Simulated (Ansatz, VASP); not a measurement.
## BaS: VASP beside Ansatz

```
CELL_PARAMETERS angstrom
3.80245 -0.03131 -0.03131
-0.03131 3.80245 -0.03131
-0.03131 -0.03131 3.80245
ATOMIC_POSITIONS crystal
Ba 0.00000 0.00000 0.00000
S 0.50000 0.50000 0.50000
```

Change from the starting cell: shear_111 strain -2.5%.

Alike in both runs: task single point; functional HSE06; k mesh 4 × 4 × 4; no spin polarisation.

|  | VASP | Ansatz |
| --- | --- | --- |
| version | VASP 6.6.1 | Ansatz 0.2.0 |
| potentials or method | VASP PAW PBE potentials, release 64 (Ba_sv, S) | plane waves, PAW |
| plane-wave cutoff (eV) | 520 | 420 |
| occupations | gaussian, width 0.01 eV | fixed |
| valence electrons in the cell | 16 | 16 |

|  | VASP | Ansatz | Ansatz less VASP |
| --- | --- | --- | --- |
| gap on the k mesh at the Fermi level (eV) | 2.30 | 2.42 | +0.124 |
| pressure (GPa) | 1.8 | 0.9 | -0.92 |
| largest component of the traceless stress (GPa) | 0.30 | 0.26 | -0.043 |

Ansatz warned: «stress_exchange_threshold_loose».

Caveats: the PAW data sets were made with another functional, which shifts forces and pressure a little (VASP); spin-orbit coupling is left out, which moves the levels of the heavy elements. A k mesh can miss the band edges.
